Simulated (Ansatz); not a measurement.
# NiO (zincblende): equation of state and elastic constants

One table from this session's results is given with a row withheld; the runs are named, their logs left out.

Method: DFT PBEsol, scalar-relativistic, plane waves, PAW, in Ansatz 0.2.0.

## The system as given

The structure is cubic, space group F-43m (No. 216). Conventional cell: a = 4.398 Å, b = 4.398 Å, c = 4.398 Å, α = 90.00°, β = 90.00°, γ = 90.00°. Ni (site symmetry -43m) has 4 O at 1.90 Å as nearest neighbours. O (site symmetry -43m) is surrounded by 4 Ni at 1.90 Å.

Structure file:

```cif
data_structure
_symmetry_space_group_name_H-M 'P 1'
_symmetry_Int_Tables_number 1
_cell_length_a 3.1095
_cell_length_b 3.1095
_cell_length_c 3.1095
_cell_angle_alpha 60.000
_cell_angle_beta 60.000
_cell_angle_gamma 60.000
_cell_volume 21.26
loop_
_atom_site_label
_atom_site_type_symbol
_atom_site_fract_x
_atom_site_fract_y
_atom_site_fract_z
_atom_site_occupancy
Ni1 Ni 0.00000 0.00000 0.00000 1
O1 O 0.25000 0.25000 0.25000 1
```

An earlier run at PBEsol left this cell at 10.630 Å³/atom and 0.04 GPa (12×12×12 mesh).

Volume factors to run: 0.980, 1.020, 0.960, 1.040.

The first run:

Contents of input.yaml:

```yaml
crystal:
  lattice:
    - [0.0, 2.1840166142, 2.1840166142]
    - [2.1840166142, 0.0, 2.1840166142]
    - [2.1840166142, 2.1840166142, 0.0]
  atoms:
    - { symbol: Ni, position: [0.0, 0.0, 0.0], spin: 1.44 }
    - { symbol: O, position: [0.25, 0.25, 0.25] }
basis:
  ecutwfc: 420
  ecutrho_ratio: 4
kpoints:
  mp_grid: { grid: [12, 12, 12] }
hamiltonian:
  xc: pbesol
scf:
  occupations: { method: gaussian, width: 0.05 }
output:
  forces: true
  stress: true
  eigenvalues: true
  populations: true
magnetization:
  spin_polarized: true
```

Command:

```sh
$ ansatz run input.yaml --threads 4 --pin off --max-ram 4096MiB --backend cpu --events-out ev --progress --plain --runs-dir out
```

Among the steps run: At 0.980 of the relaxed volume; Scaling the volume by 1.020; At 0.960 of the relaxed volume; Scaling the volume by 1.040.

One table of the session follows, with a row left open; its other results are not shown here.

| volume (Å³/atom) | energy (meV/atom) | pressure (GPa) | moment of atom 1 (μB) |
| --- | --- | --- | --- |
| 10.205 | 9.52 | 7.51 | 1.24 |
| 10.418 | ? | ? | ? |
| 10.630 | 0.00 | 0.04 | 1.31 |
| 10.843 | 2.05 | -3.08 | 1.34 |
| 11.055 | 8.07 | -5.86 | 1.37 |

**Question.** Estimate the row for volume (Å³/atom) = 10.418.

Worked estimate for «energy (meV/atom)». A straight line through the neighbours (10.205, 9.52) and (10.630, 0.00) gives 9.52 + (0.00 − 9.52) × (10.418 − 10.205) / (10.630 − 10.205) = 4.75; a parabola fitted to 3 rows on both sides gives 2.48.

As computed: energy (meV/atom): 2.30; pressure (GPa): 3.54; moment of atom 1 (μB): 1.27. In «energy (meV/atom)» the line misses by +2.45 and the parabola by +0.18.

volume (Å³/atom), energy (meV/atom) and a bar:
```
    10.20        9.5 ##############################
    10.42        2.3 #######
    10.63        0.0 
    10.84        2.0 ######
    11.06        8.1 #########################
```

Limits of these values: Warnings in the runs' records: stability check not made.
